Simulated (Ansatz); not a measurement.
## ZnO (zincite) under changes of volume

One of the cells (11.900 Å³/atom); the others are scaled copies at fixed shape and fractional positions:

```
Zn O
1.0
     3.24931    0.00000    0.00000
    -1.62465    2.81398    0.00000
     0.00000    0.00000    5.20571
Zn O
2 2
Direct
  0.66667 0.33333 0.00000
  0.33333 0.66667 0.50000
  0.33333 0.66667 0.87901
  0.66667 0.33333 0.37901
```

* Program: Ansatz 0.2.0
* Functional: exchange-only PBE
* Potentials or basis: Ansatz PAW
* Cutoff: 420 eV (not typed: the program's choice for these potentials)
* k mesh: 9 × 9 × 5
* Occupations: fermi-dirac, width 0.05 eV
* Spin: no spin polarisation

```csv
volume (Å³/atom),energy over the lowest point (meV/atom),pressure (GPa),gap on the mesh (eV),largest force (eV/Å)
11.186,188.42,33.0,1.04,0.102
11.424,?,?,?,?
11.662,103.59,24.4,0.96,0.086
11.900,70.22,20.6,0.93,0.078
12.138,42.17,17.2,0.89,0.071
12.376,18.92,14.1,0.86,0.064
12.614,0.00,11.3,0.82,0.058
```

Problem. What does the run at 11.424 Å³/atom give?

Solution. Energy over the lowest point 142.78 meV/atom; pressure 28.5 GPa; gap on the mesh 1.00 eV; largest force 0.094 eV/Å.

Worked out: A Birch-Murnaghan fit of order 3 (a polynomial in V^(-2/3)) to the other rows has no minimum within the range. It gives 142.77 meV/atom at 11.424 Å³/atom, against the run's 142.78, and -dE/dV = 28.5 GPa, against 28.5. A straight line through the other rows of the gap, of slope -1.81 eV per unit of ln V (its deformation potential), gives 1.00 eV, against the run's 1.00.

Energies are extrapolated to zero smearing.

Caveats: odd divisions of the mesh miss points on the zone boundary, where band edges often lie, so the gap on the mesh can be too wide; the PAW data sets come from PBE, with cores solved anew for the run's functional, which leaves a small shift of forces and pressure.
